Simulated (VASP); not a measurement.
The system is SiMo3.

```
Si Mo
1.0
     5.25315    0.00000    0.00000
     0.00000    5.25315    0.00000
     0.00000    0.00000    2.63297
Si Mo
1 3
Direct
  0.00000 0.00000 0.50000
  0.50000 0.00000 0.50000
  0.00000 0.50000 0.50000
  0.50000 0.50000 0.50000
```

The cell was built by a generator and needn't be a form met in nature.

- Program: VASP 6.6.1
- Task: relaxation of cell and atoms
- Functional: PBE
- Potentials or basis: VASP PAW PBE potentials, release 64 (Si, Mo_sv)
- Cutoff: 520 eV
- k mesh: 4 × 4 × 8
- Occupations: gaussian, width 0.15 eV
- Spin: no spin polarisation

At the start: pressure -8.2 GPa; volume 18.16 Å³/atom.

Task: How do energy, volume and symmetry change on relaxing?

Result: Over 7 steps the energy falls by 27.5 meV/atom and the volume is 17.13 Å³/atom (-5.7 %); space group P4/mmm (No. 123, to 0.05 Å).

The path:
```csv
step,energy change (eV),largest force (eV/Å),pressure (GPa),volume (Å³)
1,0.0000,0.0000,-8.17,72.66
2,0.1360,0.0000,15.77,63.35
3,-0.1067,0.0000,-0.07,68.76
4,-0.1068,0.0000,-0.14,68.68
5,-0.0488,0.0000,7.25,65.98
6,-0.1067,0.0000,0.18,68.60
7,-0.1102,0.0000,0.22,68.52
```

Final structure:
```xyz
4
Lattice="5.1724 0.0000 0.0000 0.0000 5.1724 0.0000 0.0000 0.0000 2.5612" Properties=species:S:1:pos:R:3 pbc="T T T"
Si    0.0000    0.0000    1.2806
Mo    2.5862    5.1724    1.2806
Mo    5.1724    2.5862    1.2806
Mo    2.5862    2.5862    1.2806
```
